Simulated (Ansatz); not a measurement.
# GaSb (F-43m) in Ansatz: a series of runs

The runs below take GaSb through band structure, with LDA, PBE, PBEsol, RPBE.

Everything below comes from runs of Ansatz 0.2.0. Logs are shortened: lines on timing, memory, paths and dates and some standing lists are left out, and cuts for length are marked.

**Measured values to compare with.**

From a printed reference work, data compilation, for a bulk crystal of GaSb at 4.2 K: band gap 0.811 eV (direct).

The runs below are set against these values where they give the same quantity.

**1. The crystal as given**

The structure is cubic, space group F-43m (No. 216). The conventional cell has a = 6.118 Å, b = 6.118 Å, c = 6.118 Å, α = 90.00°, β = 90.00°, γ = 90.00°. Sb (site symmetry -43m) has 4 Ga at 2.65 Å as nearest neighbours. Ga (site symmetry -43m) has 4 Sb at 2.65 Å as nearest neighbours.

**2. Band structure, LDA**

input.yaml

```yaml
crystal:
  lattice:
    - [0.0, 3.059, 3.059]
    - [3.059, 0.0, 3.059]
    - [3.059, 3.059, 0.0]
  atoms:
    - { symbol: Sb, position: [0.75, 0.75, 0.75] }
    - { symbol: Ga, position: [0.0, 0.0, 0.0] }
hamiltonian:
  xc: lda
  pseudopotentials: { kind: paw }
kpoints:
  mp_grid: { grid: [8, 8, 8] }
  band_path:
    path:
      - [[0.0, 0.0, 0.0], [0.5, 0.0, 0.5], [0.5, 0.25, 0.75], [0.375, 0.375, 0.75], [0.0, 0.0, 0.0], [0.5, 0.5, 0.5], [0.625, 0.25, 0.625], [0.5, 0.25, 0.75], [0.5, 0.5, 0.5], [0.375, 0.375, 0.75]]
      - [[0.625, 0.25, 0.625], [0.5, 0.0, 0.5]]
    npoints: 14
scf:
  occupations: { method: fermi_dirac, width: 0.05 }
  n_extra_bands: 6
output:
  forces: true
  stress: true
  eigenvalues: true
  fatbands: false
```

Potentials or basis: Ansatz PAW.

Launch:

```console
$ ansatz run input.yaml --threads 2 --pin off --max-ram 5632MiB --backend cpu --events-out ev --progress --plain --runs-dir out
```

The program printed:

```text
Warning: RAYON_NUM_THREADS=2 ignored (pool sized by the plan → 2); use --threads N
scf.n_extra_bands = 6 over 14 filled bands (N_el = 28.0): the run solves 20 bands
Engine: ansatz 0.2.0, x86_64-unknown-linux-gnu
Pseudopotentials: kind: paw
Pseudopotential: Sb, paw, valence charge 15, recommended cutoff 420 eV (normal), Sb.paw.azcp
Pseudopotential: Ga, paw, valence charge 13, recommended cutoff 420 eV (normal), Ga.paw.azcp
Functional definition: SPW92
  exchange = slater_x
  correlation = pw_c
Crystal: 2 atoms, lattice volume = 57.249 Å³
Basis set: ecut = 420 eV, 1139 PW (Γ)
Bands: 20, of which v1, the nominal top of the filled ones, is band 14 counted from 1 (13 counted from 0)
Symmetry: 24 space group operations
Space group: F-43m (ITA 216), of the structure as read, at distance tolerance 3.9e-5 Å
k-points: 29 of 512 (time reversal used)
Non-local potential: Sb, projectors of the file, l = 0: 2, l = 1: 2, l = 2: 2, l = 3: 2
Non-local potential: Ga, projectors of the file, l = 0: 2, l = 1: 2, l = 2: 3, l = 3: 1
PAW form: soft (Blöchl's): semilocal exchange-correlation on the pseudo side does not see the compensation charge
PAW frozen core: Sb, regenerated for the run's functional, and the local potential with it (the file was generated under x = pbe(κ = 0.804, μ = 0.2195149727645171), c = pbe(β = 0.06672455060314922))
PAW frozen core: Ga, regenerated for the run's functional, and the local potential with it (the file was generated under x = pbe(κ = 0.804, μ = 0.2195149727645171), c = pbe(β = 0.06672455060314922))
PAW one-centre angular grid: Sb, 590 points (default); XC on 64 Gauss nodes
PAW one-centre angular grid: Ga, 590 points (default); XC on 64 Gauss nodes
Initial density: superposition of atomic densities (neutral atoms: chi_scale 0, normalization atom), corrected by the library's trained network
Initial wavefunctions: pseudopotential atomic-orbital guess
Functional: x = slater, c = lda
SCF iter   1: F=—  HF=-10043.039189 eV  |F-HF|=—  |Δ(HF+E_count)|=         —  Δρ=5.70e-3  dr2=8.83e-3  ethr=1.77e-3  ⟨swp⟩=6.3  Hψ=3100  notcnv=0
preconditioner: auto → none  [insulator: Δε(μ)=0.266 eV  Ē_g=16.096 eV  σ=0.050 eV  W_gap=0.66  n_scr=14 (ndim 8)  ℏωp=20.8 eV  f_vac=0.091  D(μ)=0.06/eV (n_scr^D=0)  ε∞_Penn≈2.7]
SCF iter   2: F=—  HF=-10043.035437 eV  |F-HF|=—  |Δ(HF+E_count)|=   3.75e-3  Δρ=2.45e-3  dr2=1.22e-3  ethr=3.15e-5  ⟨swp⟩=2.8  Hψ=1306  notcnv=0  defer=24
SCF iter   3: F=—  HF=-10043.035447 eV  |F-HF|=—  |Δ(HF+E_count)|=   9.33e-6  Δρ=6.21e-4  dr2=1.94e-4  ethr=4.34e-6  ⟨swp⟩=2.1  Hψ=730  notcnv=0  defer=24
SCF iter   4: F=—  HF=-10043.035379 eV  |F-HF|=—  |Δ(HF+E_count)|=   6.70e-5  Δρ=2.28e-4  dr2=1.43e-5  ethr=6.92e-7  ⟨swp⟩=2.0  Hψ=799  notcnv=0  defer=24
SCF iter   5: F=—  HF=-10043.035372 eV  |F-HF|=—  |Δ(HF+E_count)|=   7.60e-6  Δρ=2.47e-5  dr2=3.06e-7  ethr=5.09e-8  ⟨swp⟩=2.0  Hψ=754  notcnv=0  defer=24
SCF iter   6: F=-10043.035372 eV  HF=-10043.035372 eV  |F-HF|=6.12e-9  |Δ(HF+E_count)|=   1.95e-9  Δρ=5.13e-6  dr2=1.06e-8  ethr=3.57e-10  ⟨swp⟩=8.7  Hψ=3032  notcnv=0
SCF 1 converged in 6 iterations: F = -10043.035372 eV  dr2 = 1.06e-8
NSCF: frozen V_eff on 142 k-points
SCF converged after 6 iterations
Free energy (F): -10043.035372 eV
Harris-Foulkes:  -10043.035372 eV  (|F-HF|=6.12e-9)
Internal energy: -10043.034858 eV  (E = F + TS)
E sigma→0 (E₀):  -10043.035115 eV
Entropy (-TS):   -0.000514 eV (-0.257 meV/atom)
Fermi energy:    7.424613 eV
--- Per-component energies (eV) ---
  E_band       = -270.484455
  E_kinetic    = 324.762351
  E_local      = -3923.269965  (includes V_loc(G=0)·N_el)
  E_nonlocal   = 793.106606
  E_hartree    = 1800.381019
  E_xc         = -206.545421
  E_vxc        = -155.764880  (∫ρ·V_xc dr)
  E_paw        = -6339.837506  (= ΣΔE_a)
  E_vpaw       = -910.087164  (= ΣTr[D̂ρ^β])
  E_aug_tail   = -0.000107  (compensation charges beyond the density's cutoff)
  E_ewald      = -2493.919138
  E_core_change = 2.287303  (= ΣΔE_core)
  E_smearing   = -0.000514  (= −TS)
  E_closure    = 0.000000  (closes the sum)
  Σ components = -10043.035372   (vs F -10043.035372, Δ=0.00e0)
--- Forces (eV/Å), atoms counted from 1 ---
  atom   1  Sb     0.00000000    -0.00000000     0.00000000
  atom   2  Ga    -0.00000000     0.00000000     0.00000000
  max |Σ_I F_I| component: 7.40e-17 eV/Å
--- Stress (GPa, compression-positive) ---
       -1.728079      -0.000000      -0.000000
        0.000000      -1.728079       0.000000
       -0.000000       0.000000      -1.728079
  P = ⅓ Tr σ = -1.7281 GPa (-17.281 kbar)
--- Band table (eV; the first three rows and the last of 29) ---
  k-point 0: bands = ["-21.2930", "-21.2930", "-21.2930", "-21.2721", "-21.2721", "-7.7184", "-7.7184", "-7.7184", "-7.6693", "-7.6693", "-4.1505", "7.2083", "7.3870", "7.3870", "7.3870", "10.1601", "10.1601", "10.1601", "12.9954", "16.2147"]
  k-point 1: bands = ["-21.2929", "-21.2925", "-21.2925", "-21.2720", "-21.2720", "-7.7226", "-7.7165", "-7.7165", "-7.6696", "-7.6696", "-3.9911", "5.3023", "7.1351", "7.1351", "8.3011", "10.5045", "10.5045", "10.7534", "13.8548", "15.2963"]
  k-point 2: bands = ["-21.2926", "-21.2915", "-21.2915", "-21.2717", "-21.2717", "-7.7328", "-7.7123", "-7.7123", "-7.6699", "-7.6699", "-3.5378", "3.3051", "6.6886", "6.6886", "8.0772", "11.0204", "11.0204", "12.4740", "14.4473", "15.0622"]
  k-point 28: bands = ["-21.2923", "-21.2907", "-21.2870", "-21.2726", "-21.2701", "-7.7583", "-7.7001", "-7.6954", "-7.6752", "-7.6701", "-1.6830", "0.6770", "4.0345", "4.2550", "11.0021", "11.6514", "11.7295", "12.1111", "17.2467", "17.5489"]
```

Run time: 5.2 s. Hardware: 2 threads of AMD EPYC 7R43 (Zen 3), shared host; peak memory 0.37 GiB.

Results:

- Free energy: -10043.0354 eV
- Pressure: -1.7 GPa
- Band gap on the k mesh: none (metal or under the smearing width)

Levels at the corners of the path, in eV from the Fermi level:
| point | band 11 | band 12 | band 13 | band 14 | band 15 | band 16 | band 17 | band 18 |
| --- | --- | --- | --- | --- | --- | --- | --- | --- |
| Γ | -11.58 | -0.22 | -0.04 | -0.04 | -0.04 | 2.74 | 2.74 | 2.74 |
| X | -9.15 | -6.88 | -2.60 | -2.60 | 0.80 | 1.13 | 8.59 | 8.59 |
| W | -9.11 | -6.75 | -3.39 | -3.17 | 3.58 | 4.23 | 4.30 | 4.69 |
| K | -9.21 | -6.70 | -3.65 | -2.22 | 1.30 | 3.78 | 6.48 | 6.75 |
| Γ | -11.58 | -0.22 | -0.04 | -0.04 | -0.04 | 2.74 | 2.74 | 2.74 |
| L | -9.96 | -6.44 | -1.19 | -1.19 | 0.24 | 3.71 | 3.71 | 6.30 |
| U | -9.21 | -6.70 | -3.65 | -2.22 | 1.30 | 3.78 | 6.48 | 6.75 |
| W | -9.11 | -6.75 | -3.39 | -3.17 | 3.58 | 4.23 | 4.30 | 4.69 |
| L | -9.96 | -6.44 | -1.19 | -1.19 | 0.24 | 3.71 | 3.71 | 6.30 |
| K | -9.21 | -6.70 | -3.65 | -2.22 | 1.30 | 3.78 | 6.48 | 6.75 |
| U | -9.21 | -6.70 | -3.65 | -2.22 | 1.30 | 3.78 | 6.48 | 6.75 |
| X | -9.15 | -6.88 | -2.60 | -2.60 | 0.80 | 1.13 | 8.59 | 8.59 |

Caveat: spin-orbit coupling is left out, which moves the levels of the heavy elements; the PAW data sets come from PBE, with cores solved anew for the run's functional, which leaves a small shift of forces and pressure.

**3. Band structure, PBE**

input.yaml, as its differences from that of step 2:

```diff
@@ -9,3 +9,3 @@
 hamiltonian:
-  xc: lda
+  xc: pbe
   pseudopotentials: { kind: paw }
```

Potentials or basis: Ansatz PAW.

Launch:

```console
$ ansatz run input.yaml --threads 2 --pin off --max-ram 5632MiB --backend cpu --events-out ev --progress --plain --runs-dir out
```

Wall time 5 s (2 threads of AMD EPYC 7R43 (Zen 3), shared host); peak memory 0.41 GiB.

It converged, with:

```
Free energy            : -10267.8145 eV
Pressure               : 2.3 GPa
Band gap on the k mesh : none (metal or under the smearing width)
```

Levels at the corners of the path, in eV from the Fermi level:
```tsv
point	band 10	band 11	band 12	band 13	band 14	band 15	band 16	band 17	band 18	band 19
Γ	-15.02	-11.54	-0.07	-0.07	-0.07	-0.03	2.72	2.72	2.72	5.75
X	-15.01	-9.10	-6.86	-2.64	-2.64	0.85	1.19	8.65	8.65	10.02
W	-15.02	-9.05	-6.73	-3.41	-3.19	3.62	4.27	4.35	4.71	9.89
K	-15.02	-9.16	-6.68	-3.67	-2.25	1.35	3.82	6.55	6.77	7.50
Γ	-15.02	-11.54	-0.07	-0.07	-0.07	-0.03	2.72	2.72	2.72	5.75
L	-15.02	-9.92	-6.42	-1.22	-1.22	0.34	3.70	3.70	6.42	9.31
U	-15.02	-9.16	-6.68	-3.67	-2.25	1.35	3.82	6.55	6.77	7.50
W	-15.02	-9.05	-6.73	-3.41	-3.19	3.62	4.27	4.35	4.71	9.89
L	-15.02	-9.92	-6.42	-1.22	-1.22	0.34	3.70	3.70	6.42	9.31
K	-15.02	-9.16	-6.68	-3.67	-2.25	1.35	3.82	6.55	6.77	7.50
U	-15.02	-9.16	-6.68	-3.67	-2.25	1.35	3.82	6.55	6.77	7.50
X	-15.01	-9.10	-6.86	-2.64	-2.64	0.85	1.19	8.65	8.65	10.02
```

Caveat: spin-orbit coupling is left out, which moves the levels of the heavy elements.

(Part 1 of 2 ends here.)
